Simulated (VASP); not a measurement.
# InSb (F-43m): a series in biaxial strain in the (111) plane

Wanted: the response of InSb to biaxial strain in the (111) plane, as a table, with a fit that predicts a row left out.

Method: PBEsol; plane waves and PAW (In_d, Sb), in the first sound run; inputs show where later runs differ, in VASP 6.6.1.

Report form: the programs' logs are mostly left out.

## Step 1: The starting structure

It takes space group F-43m (No. 216, cubic). Conventional cell: a = 6.479 Å, b = 6.479 Å, c = 6.479 Å, α = 90.00°, β = 90.00°, γ = 90.00°. In has 4 Sb at 2.81 Å nearest. Nearest to Sb lie 4 In at 2.81 Å. Farther neighbours are not listed.

## Step 2: Relax the crystal, PBEsol

The series starts from the cell that this level prefers, so that zero strain is near zero stress.

This step took 2 runs in a row; the last is shown.

Level: PBEsol; plane waves and PAW (In_d, Sb).

Contents of INCAR:

```
SYSTEM = InSb
PREC = Accurate
ENCUT = 450
EDIFF = 1E-07
NELM = 120
ISMEAR = 0
SIGMA = 0.02
LREAL = .FALSE.
ALGO = Normal
GGA = PS
NBANDS = 15
LASPH = .TRUE.
LORBIT = 11
LWAVE = .FALSE.
LCHARG = .FALSE.
KPAR = 8
IBRION = 2
NSW = 40
ISIF = 3
EDIFFG = -0.005
POTIM = 0.4
```

Contents of POSCAR:

```
InSb
1.0
    0.0000000000      3.2608859933      3.2608859933
    3.2608859933      0.0000000000      3.2608859933
    3.2608859933      3.2608859933      0.0000000000
In Sb
1 1
Direct
    0.0000000000      0.0000000000      0.0000000000
    0.2500000000      0.2500000000      0.2500000000
```

Contents of KPOINTS:

```
Automatic mesh
0
Gamma
8 8 8
0 0 0
```

Potentials, in the order of the species: In_d and Sb (PBE family, release 64).

Command:

```sh
$ mpirun -np 8 vasp_std
```

Wall time 6.8 s (8 MPI ranks of Intel Xeon Platinum 8375C at 2.90GHz (Ice Lake), shared host); peak memory 1.5 GiB.

This run gave:

| Property | Result |
| --- | --- |
| energy(sigma→0) of the program | -7.6958 eV |
| stress, compression positive | 0.00 along [111], 0.00 across it (mean), GPa |
| volume | 69.348 Å³ |
| ionic steps | 1 |

## Step 3: Strain along the normal, PBEsol

One member in full: the plane is strained by -1.5 %, and the strain along the normal is moved by secant steps until the normal stress is under 0.012 GPa or five steps are spent; the atoms relax at each step.

This step took 3 runs, each at a new trial strain with the atoms of the one before; the last is shown.

Level: PBEsol; plane waves and PAW (In_d, Sb); cell typed or built by script.

INCAR: that of step 2 with these lines changed.

```diff
@@ -15,7 +15,7 @@
 LCHARG = .FALSE.
-KPAR = 8
-IBRION = 2
-NSW = 40
-ISIF = 3
-EDIFFG = -0.005
-POTIM = 0.4
+KPAR = 2
+IBRION = 1
+NSW = 25
+ISIF = 2
+EDIFFG = -0.004
+POTIM = 0.3
```

Contents of POSCAR:

```
InSb
1.0
    0.0534792210      3.2654519240      3.2654519240
    3.2654519240      0.0534792210      3.2654519240
    3.2654519240      3.2654519240      0.0534792210
In Sb
1 1
Direct
    0.0014253179      0.0014253179      0.0014253179
    0.2485746821      0.2485746821      0.2485746821
```

KPOINTS is that of step 2.

Command:

```sh
$ mpirun -np 2 vasp_std
```

Elapsed: 21 s, on 2 MPI ranks; peak memory 0.4 GiB.

Numbers from this step:

```
energy(sigma→0) of the program : -7.6871 eV
stress, compression positive   : 0.01 along [111], 1.38 across it (mean), GPa
ionic steps                    : 1
```

## Step 4: Band edges, TB-mBJ with spin-orbit coupling

Short lines in KPOINTS_OPT sample the zone centre along and across the normal of the plane, for masses, and the other valleys.

Level: TB-mBJ, spin-orbit coupling; plane waves and PAW (In_d, Sb); cell typed or built by script.

TB-mBJ has no energy functional, so the total energy, stress and pressure in this output mean nothing.

Contents of INCAR:

```
SYSTEM = InSb
PREC = Accurate
ENCUT = 450
EDIFF = 1E-06
NELM = 150
ISMEAR = 0
SIGMA = 0.02
LREAL = .FALSE.
ALGO = Normal
METAGGA = MBJ
LASPH = .TRUE.
LNONCOLLINEAR = .TRUE.
MAGMOM = 0 0 0 0 0 0
NBANDS = 28
GGA_COMPAT = .FALSE.
LSORBIT = .TRUE.
LWAVE = .FALSE.
LCHARG = .FALSE.
KPAR = 2
```

POSCAR is that of step 3.

Contents of KPOINTS:

```
Automatic mesh
0
Gamma
6 6 6
0 0 0
```

Contents of KPOINTS_OPT:

```
Line mode
6
Line-mode
Reciprocal
  0.00000000   0.00000000   0.00000000
  0.03025134   0.03025134   0.03025134

  0.00000000   0.00000000   0.00000000
 -0.01807370   0.01807370   0.00000000

  0.31000000   0.31000000   0.00000000
  0.50000000   0.50000000   0.00000000

  0.00000000   0.31000000   0.31000000
  0.00000000   0.50000000   0.50000000

  0.45000000   0.45000000   0.45000000
  0.50000000   0.50000000   0.50000000

  0.45000000   0.00000000   0.00000000
  0.50000000   0.00000000   0.00000000

  0.42500000   0.42500000   0.00000000
  0.42542557   0.45098564   0.02598564

  0.50000000   0.50000000   0.50000000
  0.48192630   0.51807370   0.50000000
```

Command:

```sh
$ mpirun -np 2 vasp_ncl
```

It took 4.8 min on 2 MPI ranks; peak memory 0.91 GiB; 9.5 min of CPU time.

## Step 5: Band edges, r2SCAN with spin-orbit coupling

Level: r2SCAN, spin-orbit coupling; plane waves and PAW (In_d, Sb); cell typed or built by script.

INCAR: that of step 4 with these lines changed.

```diff
@@ -4,3 +4,3 @@
 EDIFF = 1E-06
-NELM = 150
+NELM = 100
 ISMEAR = 0
@@ -9,3 +9,3 @@
 ALGO = Normal
-METAGGA = MBJ
+METAGGA = R2SCAN
 LASPH = .TRUE.
```

POSCAR is that of step 4.

KPOINTS is that of step 4.

KPOINTS_OPT is that of step 4.

Command:

```sh
$ mpirun -np 2 vasp_ncl
```

Run time: 7.9 min. Hardware: 2 MPI ranks; peak memory 0.91 GiB.

This run gave:

| Quantity | Value |
| --- | --- |
| energy(sigma→0) of the program | -48.8236 eV |
| stress, compression positive | 0.90 along [111], 2.35 across it (mean), GPa |

The run ends at a pressure of 1.86 GPa, with forces up to 0.0046 eV/Å.

## Step 6: The whole series

The other members went through these steps as far as the tables show, with the same cutoff and, step by step, the same mesh; 38 runs are not shown. The session took 4.5 core hours (wall time by ranks) on a shared machine.

```
in-plane strain (%)  strain along the normal (%)  in-plane stress, tension positive (GPa)  energy above the unstrained row (meV/atom)
             -2.000                        1.281                                   -1.878                                       7.886
             -1.500                        0.960                                   -1.384                                       4.374
             -1.000                        0.642                                   -0.900                                       1.904
             -0.500                        0.333                                   -0.438                                       0.460
                  0                        0.000                                    0.004                                       0.000
              0.500                       -0.348                                    0.412                                       0.417
              1.000                       -0.641                                    0.839                                       1.755
              1.500                       -0.943                                    1.255                                       4.016
              2.000                       -1.233                                    1.650                                       7.159
```

Slopes at zero strain, from cubics through all rows: strain ratio -0.652, stress over strain 87 GPa.

Band edges at TB-mBJ with spin-orbit coupling, counted from the valence-band top at Γ, spin-orbit pairs averaged, with one row partly withheld:

```
in-plane strain (%)  gap (eV)  conduction band at Γ (eV)  Δ or X valley along z (eV)  Δ or X valley along x (eV)  lowest conduction level at L, [111] (eV)  lowest conduction level at L, [-111] (eV)  second valence level below the top (eV)  third valence level below the top (eV)
             -2.000     0.216                      0.216                       1.303                       1.303                                     1.047                                      0.666                                    0.165                                   0.817
             -1.500     0.212                      0.212                       1.356                       1.356                                     0.988                                      0.706                                    0.125                                   0.778
             -1.000     0.203                      0.203                       1.401                       1.401                                     0.929                                      0.744                                    0.084                                   0.745
             -0.500     0.187                      0.187                       1.439                       1.439                                         ?                                      0.778                                    0.043                                   0.717
                  0     0.170                      0.170                       1.471                       1.471                                     0.811                                      0.811                                    0.000                                   0.692
              0.500     0.113                      0.115                       1.457                       1.457                                     0.711                                      0.804                                    0.040                                   0.711
              1.000     0.065                      0.085                       1.455                       1.455                                     0.635                                      0.809                                    0.060                                   0.714
```

## Step 7: A fit to the known rows

The quantity to fit is the splitting of the lowest conduction levels at the L points ([111] less [-111]) at TB-mBJ with spin-orbit coupling: 0.380, 0.281, 0.185, 0.000, -0.093, -0.174 eV in the rows shown.

Fitting a parabola to the 6 known rows (d: strain along the axis less the strain across it, in %) gives E = 0.001959 d² + 0.1097 d − 4.51e-4 in eV; the residuals are 5.7e-4 eV r.m.s.

For the withheld row, d = 0.8328, the fit gives 0.0922 eV.

## Step 8: The withheld row

The calculation gives 0.0929 eV, so the prediction is 0.0007 eV too low, within twice the residual of the fit.

The splitting is Ξu times 8/9 of d, with d as a fraction, so the linear term gives Ξu = 12.3 eV.

## Step 9: Outcome

| Item | Value |
| --- | --- |
| ratio of normal to in-plane strain | -0.652 |
| biaxial modulus | 87 GPa |
| gap of the unstrained cell, TB-mBJ with spin-orbit coupling | 0.17 eV |
| shear deformation potential Ξu of the lowest conduction levels at L | 12.3 eV |
| error of the predicted row | -0.7 meV |

What this shows: As a check, the curvature of the energy gives 85 GPa for the same modulus (energy per volume = M × strain²), 1 % from the slope of the stress. At TB-mBJ with spin-orbit coupling the lowest conduction valley is Γ throughout, and the gap runs between 0.07 and 0.22 eV. At TB-mBJ with spin-orbit coupling the gap falls under 0.05 eV in some or all rows, where bands may have changed order, so 2 rows at and beyond those points are left out of its table. At r2SCAN with spin-orbit coupling the gap falls under 0.05 eV in some or all rows, where bands may have changed order, so that level, though run, gets no table. The gap at PBEsol is under 0.05 eV in some or all rows and is left out; the elastic columns come from such cells and can be uneven. Hole masses are left out throughout, since the top bands are degenerate or cross in many series; of conduction masses, those of the Γ, L and (for Si and Ge under (001) strain) Δ valleys are kept where they change by under an eighth between rows. TB-mBJ is a potential fitted for gaps; it has no energy functional, so its total energies and forces mean nothing, and its bands tend to come out too narrow. Δ or X levels are the lowest on their line, refined by a parabola unless they lie at X; the gap is read from all points sampled and can differ from the lowest valley by some meV, or by tens of meV where strain moves the valence top off Γ. Temperature, zero-point motion and excitons are left out.

[Lines on the potential files, build, host, timing and source positions are cut from VASP's logs without a mark.]

[Logs are printed without paths, hosts, clocks, repeated set-up lines and the standing remarks that a program may print on its own settings, such as how far it seeks lower states.]

[Hosts, paths, dates, database ids (printed as entryN), source tags and the programs' standing remarks are cut or masked in the printed files.]

[In band tables of VASP the shares of atoms and orbitals are scaled to a sum of 1 inside the atoms' spheres.]
